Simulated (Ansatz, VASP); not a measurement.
# Cross-check of CdS (Greenockite) between VASP and Ansatz

One calculation is typed for both programs; each brings its own data sets and cutoff. How far apart do they land? The cell is taken from a series of VASP runs on this material, whose earlier steps may have relaxed, scaled or displaced it; both programs get it as it stands. Other levels of theory on this material are compared in a session of their own.

Calculated with Ansatz 0.2.0; plane waves, with VASP 6.6.1 beside it; band structure at PBE and band structure at r2SCAN.

## (1) Starting point

It takes space group P6_3mc (No. 186, hexagonal). Conventional cell: a = 4.150 Å, b = 4.150 Å, c = 6.737 Å, α = 90.00°, β = 90.00°, γ = 120.00°. Cd has 4 S at 2.53 to 2.54 Å nearest. S has 4 Cd at 2.53 to 2.54 Å nearest. Farther neighbours and most contacts between anions are not listed.

## (2) VASP: band structure, PBE

The same path points are solved in both programs, so levels can be compared one by one.

Lines of VASP's logs that name or quote its potential files are left out, and so is its time.

Contents of INCAR:

```
SYSTEM = CdS
PREC = Accurate
ENCUT = 350
EDIFF = 1E-06
NELM = 100
ISMEAR = 0
SIGMA = 0.03
LREAL = .FALSE.
ALGO = Normal
GGA = PE
NBANDS = 32
LORBIT = 11
LWAVE = .FALSE.
LCHARG = .FALSE.
KPAR = 4
```

Contents of POSCAR:

```
CdS
1.0
    4.1500000000      0.0000000000      0.0000000000
   -2.0750000000      3.5940054257      0.0000000000
    0.0000000000      0.0000000000      6.7370000000
Cd S
2 2
Direct
    0.6666666667      0.3333333333      0.5000000000
    0.3333333333      0.6666666667      0.0000000000
    0.6666666667      0.3333333333      0.8750000000
    0.3333333333      0.6666666667      0.3750000000
```

Contents of KPOINTS:

```
Automatic mesh
0
Gamma
6 6 4
0 0 0
```

Contents of KPOINTS_OPT:

```
Line mode
10
Line-mode
Reciprocal
  0.00000000   0.00000000   0.00000000 GAMMA
  0.50000000   0.00000000   0.00000000 M

  0.50000000   0.00000000   0.00000000 M
  0.33333333   0.33333333   0.00000000 K

  0.33333333   0.33333333   0.00000000 K
  0.00000000   0.00000000   0.00000000 GAMMA

  0.00000000   0.00000000   0.00000000 GAMMA
  0.00000000   0.00000000   0.50000000 A

  0.00000000   0.00000000   0.50000000 A
  0.50000000   0.00000000   0.50000000 L

  0.50000000   0.00000000   0.50000000 L
  0.33333333   0.33333333   0.50000000 H

  0.33333333   0.33333333   0.50000000 H
  0.00000000   0.00000000   0.50000000 A

  0.50000000   0.00000000   0.50000000 L
  0.50000000   0.00000000   0.00000000 M

  0.33333333   0.33333333   0.00000000 K
  0.33333333   0.33333333   0.50000000 H
```

Potentials, in the order of the species: Cd and S (PBE family, release 64).

On the command line:

```sh
$ mpirun -np 4 vasp_std
```

Numbers of over 12 decimals in the logs are rounded to 6 here.

Output:

```text
[banner, memory and clock lines left out]
running    4 mpi-ranks, on    1 nodes
 distrk:  each k-point on    1 cores,    4 groups
 distr:  one band on    1 cores,    1 groups

 POSCAR found type information on POSCAR CdS
 POSCAR found :  2 types and       4 ions
 LDA part: xc-table for (Slater+PW92), standard interpolation
 POSCAR, INCAR and KPOINTS ok, starting setup
 FFT: planning ... GRIDC
 FFT: planning ... GRID_SOFT
 FFT: planning ... GRID
 WAVECAR not read
 entering main loop
       N       E                     dE             d eps       ncg     rms          rms(c)
DAV:   1     0.198515203146E+03    0.19852E+03   -0.13731E+04  1360   0.755E+02
DAV:   2    -0.380842925381E+01   -0.20232E+03   -0.19379E+03  1584   0.239E+02
DAV:   3    -0.132768989863E+02   -0.94685E+01   -0.94233E+01  1624   0.532E+01
DAV:   4    -0.133494528073E+02   -0.72554E-01   -0.72541E-01  1528   0.453E+00
DAV:   5    -0.133505036618E+02   -0.10509E-02   -0.10508E-02  1648   0.520E-01    0.114E+01
DAV:   6    -0.122858135047E+02    0.10647E+01   -0.13908E+00  1840   0.113E+01    0.911E+00
DAV:   7    -0.122578449319E+02    0.27969E-01   -0.60517E-01  1632   0.357E+00    0.385E+00
DAV:   8    -0.122549134285E+02    0.29315E-02   -0.58770E-02  1552   0.204E+00    0.524E-01
DAV:   9    -0.122544711696E+02    0.44226E-03   -0.81495E-03  1536   0.984E-01    0.109E-01
DAV:  10    -0.122546219792E+02   -0.15081E-03   -0.76148E-04  1568   0.259E-01    0.921E-02
DAV:  11    -0.122548329021E+02   -0.21092E-03   -0.47765E-04  1504   0.119E-01    0.486E-02
DAV:  12    -0.122548007289E+02    0.32173E-04   -0.90350E-05  1536   0.924E-02    0.190E-02
DAV:  13    -0.122548071953E+02   -0.64664E-05   -0.29671E-05  1464   0.208E-02    0.396E-02
DAV:  14    -0.122548049101E+02    0.22852E-05   -0.32372E-06  1552   0.702E-03    0.116E-02
DAV:  15    -0.122548048319E+02    0.78191E-07   -0.15444E-07   944   0.182E-03
   1 F= -.12254805E+02 E0= -.12254805E+02  d E =-.114132E-12
 Start KPOINTS_OPT (optional k-point list driver)
k-point batch [1-21\90]
       N       E                     dE             ncg
DAV:   1     0.627265827509E+03   -0.13528E+05     1368
DAV:   2    -0.348079640972E+04   -0.41081E+04     1568
DAV:   3    -0.366317108844E+04   -0.18237E+03     1624
DAV:   4    -0.366453205255E+04   -0.13610E+01     1504
DAV:   5    -0.366455134647E+04   -0.19294E-01     1688
DAV:   6    -0.366455171159E+04   -0.36513E-03     1504
DAV:   7    -0.366455171992E+04   -0.83312E-05     1688
DAV:   8    -0.366455172010E+04   -0.17455E-06     1096
[...]
k-point batch [85-90\90]
       N       E                     dE             ncg
DAV:   1     0.130980361099E+05   -0.57030E+04      384
DAV:   2     0.119619379099E+05   -0.11361E+04      432
DAV:   3     0.119143141030E+05   -0.47624E+02      464
DAV:   4     0.119139816762E+05   -0.33243E+00      456
DAV:   5     0.119139770979E+05   -0.45784E-02      472
DAV:   6     0.119139770122E+05   -0.85666E-04      440
DAV:   7     0.119139770104E+05   -0.18249E-05      464
DAV:   8     0.119139770103E+05   -0.35732E-07      368
```

OUTCAR, selected parts (step 2):

```text
ion  position               nearest neighbor table
   1  0.667  0.333  0.500-   3 2.53   4 2.54   4 2.54   4 2.54
   2  0.333  0.667  0.000-   4 2.53   3 2.54   3 2.54   3 2.54
   3  0.667  0.333  0.875-   1 2.53   2 2.54   2 2.54   2 2.54
   4  0.333  0.667  0.375-   2 2.53   1 2.54   1 2.54   1 2.54

  LATTYP: Found a hexagonal cell.
 ALAT       =     4.1500000000
 C/A-ratio  =     1.6233734940

 Subroutine GETGRP returns: Found 12 space group operations
 (whereof  6 operations were pure point group operations)

The static configuration has the point symmetry C_3v.
 The point group associated with its full space group is C_6v.

 Found     21 irreducible k-points:

   k-points           NKPTS =     21   k-points in BZ     NKDIM =     21   number of bands    NBANDS=     32

   dimension x,y,z NGX =    28 NGY =   28 NGZ =   42
   dimension x,y,z NGXF=    56 NGYF=   56 NGZF=   84

   ENCUT  =  350.0 eV  25.72 Ry    5.07 a.u.   6.33  6.33 10.28*2*pi/ulx,y,z

   NELECT =      36.0000    total number of electrons

 k-points in reciprocal lattice and weights: Automatic mesh
   0.00000000  0.00000000  0.00000000       0.007
   0.16666667 -0.00000000  0.00000000       0.042
   0.33333333  0.00000000  0.00000000       0.042
   0.50000000 -0.00000000  0.00000000       0.021
   0.16666667  0.16666667  0.00000000       0.042
   0.33333333  0.16666667  0.00000000       0.083
   0.33333333  0.33333333  0.00000000       0.014
   0.00000000  0.00000000  0.25000000       0.014
   0.16666667 -0.00000000  0.25000000       0.083
[...]
0.33333333  0.16666667  0.50000000       0.083
   0.33333333  0.33333333  0.50000000       0.014

 average (electrostatic) potential at core
       1 -39.3436       2 -39.3436       3 -89.2388       4 -89.2388

 E-fermi :   1.3487

 k-point     1 :       0.0000    0.0000    0.0000
  band No.  band energies     occupation
    ...
     14       0.4521      2.00000
     15       0.4521      2.00000
     16       1.1676      2.00000
     17       1.2098      2.00000
     18       1.2098      2.00000
     19       2.4026      0.00000
     20       3.9959      0.00000
     21       7.6798      0.00000
     22       7.6798      0.00000
     23       8.0164      0.00000
    ...

 k-point     2 :       0.1667   -0.0000    0.0000
  band No.  band energies     occupation
    ...
     14      -0.4997      2.00000
     15       0.0179      2.00000
     16       0.1419      2.00000
     17       0.9664      2.00000
     18       1.0282      2.00000
     19       3.5437      0.00000
     20       4.8499      0.00000
     21       6.9726      0.00000
     22       8.0313      0.00000
     23       8.0360      0.00000
    ...

 k-point     3 :       0.3333    0.0000    0.0000
  band No.  band energies     occupation
    ...
     14      -1.7160      2.00000
     15      -1.2929      2.00000
     16      -0.3959      2.00000
     17       0.3936      2.00000
     18       0.6622      2.00000
     19       4.6287      0.00000
     20       5.2057      0.00000
     21       6.5823      0.00000
     22       7.4212      0.00000
     23       8.2723      0.00000
    ...

  Total        1.1374596      1.1374596      1.5452634      0.0000000      0.0000000      0.0000000
  in kB       18.1364878     18.1364878     24.6388103      0.0000000      0.0000000      0.0000000
  external PRESSURE =      20.3039286 kB  Pullay stress =       0.0000000 kB

  energy-cutoff  :      350.00
  volume of cell :      100.48
      direct lattice vectors                 reciprocal lattice vectors
     4.150000000  0.000000000  0.000000000     0.240963855  0.139120547  0.000000000
    -2.075000000  3.594005426  0.000000000     0.000000000  0.278241094  0.000000000
     0.000000000  0.000000000  6.737000000     0.000000000  0.000000000  0.148434021

 POSITION                                       TOTAL-FORCE (eV/Angst)
 -----------------------------------------------------------------------------------
      2.07500      1.19800      3.36850         0.000000      0.000000     -0.068654
     -0.00000      2.39600      0.00000        -0.000000     -0.000000     -0.068654
      2.07500      1.19800      5.89487        -0.000000      0.000000      0.068654
     -0.00000      2.39600      2.52637         0.000000     -0.000000      0.068654
 -----------------------------------------------------------------------------------
    total drift:                               -0.000000      0.000000     -0.000602

  FREE ENERGIE OF THE ION-ELECTRON SYSTEM (eV)
  ---------------------------------------------------
  free  energy   TOTEN  =       -12.2548048319 eV

  energy  without entropy=      -12.2548048319  energy(sigma->0) =      -12.25480483

 total charge
# of ion       s       p       d       tot
------------------------------------------
    1        0.423   0.319   9.549  10.292
    2        0.423   0.319   9.549  10.292
    3        1.323   2.398   0.000   3.722
    4        1.323   2.398   0.000   3.722
--------------------------------------------------
tot          3.493   5.435  19.098  28.026

[... 3 further parts left out ...]
```

The run ends at a pressure of 2.03 GPa, with forces up to 0.069 eV/Å.

## (3) Ansatz: band structure, PBE

Ansatz runs on its default PAW (the set named soft_2) files.

The same cell, functional, mesh and smearing now go to Ansatz, which takes its cutoff from its data sets.

Contents of input.yaml:

```yaml
crystal:
  lattice:
    - [4.15, 0.0, 0.0]
    - [-2.075, 3.5940054257, 0.0]
    - [0.0, 0.0, 6.737]
  atoms:
    - { symbol: Cd, position: [0.6666666667, 0.3333333333, 0.5] }
    - { symbol: Cd, position: [0.3333333333, 0.6666666667, 0.0] }
    - { symbol: S, position: [0.6666666667, 0.3333333333, 0.875] }
    - { symbol: S, position: [0.3333333333, 0.6666666667, 0.375] }
hamiltonian:
  xc: pbe
  pseudopotentials: { kind: paw }
kpoints:
  mp_grid: { grid: [6, 6, 4] }
  band_path:
    path:
      - [0.0, 0.0, 0.0]
      - [0.16667, 0.0, 0.0]
      - [0.33333, 0.0, 0.0]
      - [0.5, 0.0, 0.0]
      - [0.46296, 0.07407, 0.0]
      - [0.40741, 0.18519, 0.0]
      - [0.35185, 0.2963, 0.0]
      - [0.2963, 0.2963, 0.0]
      - [0.18519, 0.18519, 0.0]
      - [0.07407, 0.07407, 0.0]
      - [0.0, 0.0, 0.0]
      - [0.0, 0.0, 0.16667]
      - [0.0, 0.0, 0.33333]
      - [0.0, 0.0, 0.5]
      - [0.11111, 0.0, 0.5]
      - [0.33333, 0.0, 0.5]
      - [0.5, 0.0, 0.5]
      - [0.46296, 0.07407, 0.5]
      - [0.40741, 0.18519, 0.5]
      - [0.35185, 0.2963, 0.5]
      - [0.2963, 0.2963, 0.5]
      - [0.18519, 0.18519, 0.5]
      - [0.07407, 0.07407, 0.5]
      - [0.5, 0.0, 0.5]
      - [0.5, 0.0, 0.33333]
      - [0.5, 0.0, 0.16667]
      - [0.5, 0.0, 0.0]
      - [0.33333, 0.33333, 0.11111]
      - [0.33333, 0.33333, 0.27778]
      - [0.33333, 0.33333, 0.5]
    npoints: 1
scf:
  occupations: { method: gaussian, width: 0.03 }
  n_extra_bands: 8
output:
  forces: true
  stress: true
  eigenvalues: true
```

On the command line:

```sh
$ ansatz run input.yaml --threads 2 --pin off --max-ram 4608MiB --backend cpu --events-out ev --progress --plain --runs-dir out
```

Output:

```text
scf.n_extra_bands = 8 over 26 filled bands (N_el = 52.0): the run solves 34 bands
Engine: ansatz 0.2.0, aarch64-unknown-linux-gnu
Pseudopotentials: kind: paw
Pseudopotential: Cd, paw, valence charge 20, recommended cutoff 420 eV (normal), Cd.paw.azcp
Pseudopotential: S, paw, valence charge 6, recommended cutoff 420 eV (normal), S.paw.azcp
Functional definition: PBE
  parameter kappa = 0.804
  parameter beta = 0.066725
  exchange = pbe_x(kappa = kappa, mu = beta*pi^2/3)
  correlation = pbe_c(beta = beta)
Crystal: 4 atoms, lattice volume = 100.483 Å³
Basis set: ecut = 420 eV, 1973 PW (Γ), exchange–correlation on 60×60×96 points (8 copies of the dense FFT grid, shifted against one another)
Bands: 34, of which v1, the nominal top of the filled ones, is band 26 counted from 1 (25 counted from 0)
Symmetry: 12 space group operations
Space group: P63mc (ITA 186), of the structure as read, at distance tolerance 4.6e-5 Å
k-points: 21 of 144 (time reversal used)
Non-local potential: Cd, projectors of the file, l = 0: 3, l = 1: 2, l = 2: 2, l = 3: 1
Non-local potential: S, projectors of the file, l = 0: 2, l = 1: 2, l = 2: 2
PAW form: soft (Blöchl's): semilocal exchange-correlation on the pseudo side does not see the compensation charge
PAW one-centre angular grid: Cd, 590 points (default); XC on 64 Gauss nodes
PAW one-centre angular grid: S, 110 points (default); XC on 64 Gauss nodes
Initial density: superposition of atomic densities (neutral atoms: chi_scale 0, normalization atom), corrected by the library's trained network
Initial wavefunctions: pseudopotential atomic-orbital guess
Functional: x = pbe(κ = 0.804, μ = 0.219515), c = pbe(β = 0.066725)
SCF iter   1: F=—  HF=-18315.634643 eV  |F-HF|=—  |Δ(HF+E_count)|=         —  Δρ=6.00e-4  dr2=4.13e-4  ethr=1.77e-3  ⟨swp⟩=6.2  Hψ=2928  notcnv=0  defer=5
preconditioner: auto → Resta (q_TF=auto, 2.445 Å⁻¹)  ε∞=4.3  [insulator: Δε(μ)=1.190 eV  Ē_g=12.325 eV  σ=0.030 eV  W_gap=1.00  n_scr=22 (ndim 8)  ℏωp=22.2 eV  f_vac=0.131  D(μ)=0.00/eV (n_scr^D=0)  ε∞_Penn≈4.3]
SCF iter   2: F=—  HF=-18315.636149 eV  |F-HF|=—  |Δ(HF+E_count)|=   1.51e-3  Δρ=3.01e-4  dr2=1.05e-4  ethr=7.94e-7  ⟨swp⟩=2.7  Hψ=1468  notcnv=0  defer=29
SCF iter   3: F=—  HF=-18315.636215 eV  |F-HF|=—  |Δ(HF+E_count)|=   6.57e-5  Δρ=1.16e-4  dr2=1.12e-5  ethr=2.02e-7  ⟨swp⟩=2.0  Hψ=999  notcnv=0  defer=29
SCF iter   4: F=—  HF=-18315.636317 eV  |F-HF|=—  |Δ(HF+E_count)|=   1.03e-4  Δρ=3.96e-5  dr2=1.49e-6  ethr=2.15e-8  ⟨swp⟩=2.0  Hψ=1029  notcnv=0  defer=29
iter 5 did not close the SCF: its close was put off for the readings that it lacked (scf_convergence_deferred on its scf_iter line)
SCF iter   5: F=-18315.636321 eV  HF=-18315.636321 eV  |F-HF|=1.42e-7  |Δ(HF+E_count)|=   3.35e-6  Δρ=9.06e-6  dr2=9.41e-8  ethr=2.86e-9  ⟨swp⟩=2.0  Hψ=1029  notcnv=0  defer=29
SCF iter   6: F=-18315.636321 eV  HF=-18315.636321 eV  |F-HF|=4.70e-9  |Δ(HF+E_count)|=   1.62e-7  Δρ=2.43e-6  dr2=7.64e-9  ethr=1.81e-10  ⟨swp⟩=6.2  Hψ=3021  notcnv=0
SCF 1 converged in 6 iterations: F = -18315.636321 eV  dr2 = 7.64e-9
  greatest PAW one-centre occupation: 1.000 electrons in one spin orbital (limit 2), on the Cd atom at site 1 (counted from 0), in its partial waves of l = 0
NSCF: frozen V_eff on 30 k-points
SCF converged after 6 iterations
Free energy (F): -18315.636321 eV
Harris-Foulkes:  -18315.636321 eV  (|F-HF|=4.70e-9)
Internal energy: -18315.636321 eV  (E = F + TS)
E sigma→0 (E₀):  -18315.636321 eV
Fermi energy:    7.330580 eV
--- Per-component energies (eV) ---
  E_band       = -1020.649450
  E_kinetic    = 1223.489515
  E_local      = -8071.811006  (includes V_loc(G=0)·N_el)
  E_nonlocal   = 124.357510
  E_hartree    = 3706.049974
  E_xc         = -547.682590
  E_vxc        = -618.079039  (∫ρ·V_xc dr)
  E_paw        = -9367.647530  (= ΣΔE_a)
  E_vpaw       = -1090.710438  (= ΣTr[D̂ρ^β])
  E_aug_tail   = 0.000032  (compensation charges beyond the density's cutoff)
  E_ewald      = -5382.392226
  E_smearing   = -0.000000  (= −TS)
  E_closure    = -0.000000  (closes the sum)
  Σ components = -18315.636321   (vs F -18315.636321, Δ=0.00e0)
--- Forces (eV/Å), atoms counted from 1 ---
  atom   1  Cd    -0.00000000    -0.00000000    -0.06715603
  atom   2  Cd    -0.00000000     0.00000000    -0.06715603
  atom   3  S     -0.00000000    -0.00000000     0.06715566
  atom   4  S      0.00000000     0.00000000     0.06715566
  max |Σ_I F_I| component: 7.46e-7 eV/Å
--- Stress (GPa, compression-positive) ---
        1.867672       0.000000      -0.000000
        0.000000       1.867672       0.000000
       -0.000000      -0.000000       2.490306
  P = ⅓ Tr σ = 2.0752 GPa (20.752 kbar)
--- Band table (eV; the first three rows and the last of 21) ---
  k-point 0: bands = [... 22 lower, 5.9772, 6.6896, 6.7325, 6.7325, 7.9281, 9.5230, 13.1917, 13.1917, ... 4 higher]
  k-point 1: bands = [... 22 lower, 6.0815, 6.0815, 6.6150, 6.6150, 8.8124, 9.5958, 13.0355, 13.2613, ... 4 higher]
  k-point 2: bands = [... 22 lower, 6.3416, 6.3416, 6.3416, 6.3416, 9.5733, 9.5733, 12.9041, 12.9041, ... 4 higher]
  k-point 20: bands = [... 22 lower, 4.3589, 4.3589, 5.6308, 5.6308, 11.1202, 11.1202, 12.8230, 12.8230, ... 4 higher]
```

It took 6 s on 2 threads of Arm Neoverse V1, shared host; peak memory 0.34 GiB; 12 s of CPU time.

## (4) Differences

Known differences besides the potentials themselves: the data sets hold 52 valence electrons in Ansatz (default PAW (the set named soft_2) files) and 36 in VASP; the cutoff is 420 eV in Ansatz and 350 eV in VASP; VASP leaves aspherical gradient terms in its spheres out (LASPH is not set), Ansatz keeps them. Total energies have different zeros and are not compared.

Compared:

| quantity | Ansatz | VASP | difference |
| --- | --- | --- | --- |
| pressure (GPa) | 2.08 | 2.03 | +0.04 |
| gap over the path points (eV) | 1.196 | 1.193 | +0.003 |

Forces (eV/Å; atoms numbered as in POSCAR):

| atom | Ansatz x, y, z | VASP x, y, z |
| --- | --- | --- |
| Cd1 | 0.000, 0.000, -0.067 | 0.000, 0.000, -0.069 |
| Cd2 | 0.000, 0.000, -0.067 | 0.000, 0.000, -0.069 |
| S3 | 0.000, 0.000, 0.067 | 0.000, 0.000, 0.069 |
| S4 | 0.000, 0.000, 0.067 | 0.000, 0.000, 0.069 |

Levels at points of the path, from each program's valence-band top (eV; 4 filled, then empty):

| k (reciprocal lattice) | Ansatz | VASP |
| --- | --- | --- |
| 0.000 0.000 0.000 | -0.76 -0.04 0.00 0.00 1.20 2.79 6.46 | -0.76 -0.04 0.00 0.00 1.19 2.79 6.47 |
| 0.167 0.000 0.000 | -1.19 -1.06 -0.24 -0.18 2.33 3.64 5.75 | -1.19 -1.07 -0.24 -0.18 2.33 3.64 5.76 |
| 0.333 0.000 0.000 | -2.49 -1.60 -0.81 -0.55 3.42 4.00 5.36 | -2.50 -1.61 -0.82 -0.55 3.42 4.00 5.37 |
| 0.500 0.000 0.000 | -2.61 -1.84 -1.28 -0.72 3.70 3.89 5.11 | -2.62 -1.85 -1.28 -0.73 3.71 3.88 5.11 |
| 0.463 0.074 0.000 | -2.60 -1.95 -1.31 -0.84 3.85 4.08 5.08 | -2.61 -1.95 -1.31 -0.84 3.85 4.08 5.08 |
| 0.407 0.185 0.000 | -2.70 -2.15 -1.46 -1.25 4.41 4.81 4.90 | -2.71 -2.16 -1.46 -1.26 4.41 4.81 4.90 |
| 0.352 0.296 0.000 | -3.01 -1.94 -1.71 -1.56 4.67 4.97 5.12 | -3.02 -1.95 -1.72 -1.57 4.66 4.98 5.13 |
| 0.296 0.296 0.000 | -2.91 -2.08 -1.56 -1.51 4.71 4.83 5.17 | -2.92 -2.09 -1.57 -1.52 4.71 4.84 5.17 |
| 0.185 0.185 0.000 | -2.50 -1.83 -0.79 -0.73 3.64 4.67 5.60 | -2.51 -1.84 -0.79 -0.73 3.65 4.68 5.61 |
| 0.074 0.074 0.000 | -1.03 -0.78 -0.16 -0.13 2.01 3.39 5.98 | -1.04 -0.78 -0.16 -0.13 2.02 3.38 5.99 |

The forces differ by 0.9 meV/Å r.m.s., which is 2.2 % of the r.m.s. force of 0.04 eV/Å (both taken over all components). Among the levels compared at these points, filled levels agree within 10 meV and empty ones within 24 meV. Ansatz's pressure holds a Pulay correction of 0.04 GPa; VASP's holds none.

## (5) Ansatz: band structure, r2SCAN

Levels along a path test the potential and the projectors away from the mesh points.

The cell is taken from a series of VASP runs on this material, whose earlier steps may have relaxed, scaled or displaced it; both programs get it as it stands.

Edit input.yaml of step 3 so:

```diff
@@ -11,3 +11,3 @@
 hamiltonian:
-  xc: pbe
+  xc: r2scan
   pseudopotentials: { kind: paw }
```

Output:

```text
[...]
Crystal: 4 atoms, lattice volume = 100.483 Å³
Basis set: ecut = 500 eV, 2539 PW (Γ), exchange–correlation on 128×128×200 points (64 copies of the dense FFT grid, shifted against one another)
Bands: 34, of which v1, the nominal top of the filled ones, is band 26 counted from 1 (25 counted from 0)
Symmetry: 12 space group operations
[...]
k-point 0: bands = [... 22 lower, 5.6956, 6.4209, 6.4638, 6.4638, 8.1211, 9.7215, 13.4466, 13.4466, ... 4 higher]
  k-point 1: bands = [... 22 lower, 5.8021, 5.8021, 6.3449, 6.3449, 8.9622, 9.7973, 13.2711, 13.5075, ... 4 higher]
  k-point 2: bands = [... 22 lower, 6.0673, 6.0673, 6.0673, 6.0673, 9.7647, 9.7647, 13.0929, 13.0929, ... 4 higher]
  k-point 20: bands = [... 22 lower, 4.0358, 4.0358, 5.3406, 5.3406, 11.3408, 11.3408, 12.8611, 12.8611, ... 4 higher]
[key lines of the parts left out:]
SCF converged after 6 iterations
Free energy (F): -18351.226824 eV
Fermi energy:    7.292602 eV
P = ⅓ Tr σ = 0.6880 GPa (6.880 kbar)
```

Run time: 13 s. Hardware: 2 threads; peak memory 0.54 GiB.

(Continued in part 2 of 2.)

[Lines on the potential files, build, host, timing and source positions are cut from VASP's logs without a mark.]

[Logs are printed without paths, hosts, clocks, repeated set-up lines and the standing remarks that a program may print on its own settings, such as how far it seeks lower states.]

[Hosts, paths, dates, database ids (printed as entryN), source tags and the programs' standing remarks are cut or masked in the printed files.]
